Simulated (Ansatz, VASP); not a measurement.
One calculation of Rb, two programs

The input INCAR:

```
SYSTEM = Rb
ALGO     = Normal         ! electronic algorithm
EDIFF    = 1E-7           ! SCF threshold, eV
ENCUT    = 520            ! plane-wave cutoff, eV
ISIF     = 2              ! what is computed and relaxed
ISMEAR   = -1             ! smearing method
LASPH    = .TRUE.         ! aspherical terms in the spheres
LCHARG   = .TRUE.         ! write CHGCAR
LELF     = .TRUE.         ! ELF
LREAL    = .FALSE.        ! projectors in reciprocal space
LVHAR    = .TRUE.       
LWAVE    = .FALSE.        ! write WAVECAR
NBANDS   = 10             ! bands
NELM     = 60             ! most SCF steps
PREC     = Accurate       ! precision mode
SIGMA    = 0.05           ! smearing width, eV
```

The input KPOINTS:

```
k-points
0
G
  11 11 11
  0 0 0
```

Contents of POSCAR:

```
Rb
1.0
   -2.6859697436      2.6859697436      2.6859697436
    2.6859697436     -2.6859697436      2.6859697436
    2.6859697436      2.6859697436     -2.6859697436
Rb
1
Direct
    0.0000000000      0.0000000000      0.0000000000
```

Input for Ansatz:

```yaml
crystal:
  lattice:
    - [-2.6859697436, 2.6859697436, 2.6859697436]
    - [2.6859697436, -2.6859697436, 2.6859697436]
    - [2.6859697436, 2.6859697436, -2.6859697436]
  atoms:
    - { symbol: Rb, position: [0.0, 0.0, 0.0] }
kpoints:
  mp_grid: { grid: [11, 11, 11] }
  band_path:
    path:
      - [0.0, 0.0, 0.0]
      - [0.5, -0.5, 0.5]
      - [0.0, 0.0, 0.5]
      - [0.0, 0.0, 0.0]
      - [0.25, 0.25, 0.25]
      - [0.5, -0.5, 0.5]
      - [0.25, 0.25, 0.25]
      - [0.0, 0.0, 0.5]
    npoints: 14
scf:
  occupations: { method: fermi_dirac, width: 0.05 }
hamiltonian:
  xc: lda
  pseudopotentials: { kind: all_electron, lapw: { basis_error: 0.001 } }
output:
  forces: true
  stress: true
  eigenvalues: true
  populations: true
  dos: { projected: true, de: 0.2, e_range: [-14, 8] }
```

Alike in both runs: task single point; functional LDA; k mesh 11 × 11 × 11; occupations fermi-dirac, width 0.05 eV; no spin polarisation.

|  | VASP | Ansatz |
| --- | --- | --- |
| version | VASP 6.6.1 | Ansatz 0.2.0 |
| potentials or method | VASP PAW LDA potentials, release 64 (Rb_sv) | all-electron LAPW, scalar-relativistic |
| plane-wave cutoff (eV) | 520 | see its input |

```tsv
	VASP	Ansatz	Ansatz less VASP
pressure (GPa)	0.0	0.0	0.00
```

Ansatz ran all-electron here, so the differences hold the error of VASP's frozen core and of both bases.
